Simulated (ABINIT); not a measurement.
Crystal: Ga.

```
CELL_PARAMETERS angstrom
2.71648 0.00000 0.00000
0.00000 2.71648 0.00000
0.00000 0.00000 2.71648
ATOMIC_POSITIONS crystal
Ga 0.00000 0.00000 0.00000
```

The cell was built by a generator and needn't be a form met in nature.

Base run:

* Program: ABINIT 10.8.3 (patched build)
* Functional: LDA
* Potentials or basis: JTH PAW PBE v2.0
* Cutoff: 544 eV
* k mesh: 10 × 10 × 10
* Occupations: fermi-dirac, width 0.05 eV
* Spin: no spin polarisation

Its results: band gap on the k mesh none (metal or under the smearing width); pressure -4.6 GPa.

The run is repeated on the same cell with these changes: functional from LDA to RPBE. What comes out?

Band gap on the k mesh none (metal or under the smearing width); pressure 1.9 GPa.

RPBE binds less tightly than LDA, so the same cell stands under more pressure.

Caveats: the PAW data sets were made with another functional, which shifts forces and pressure a little.
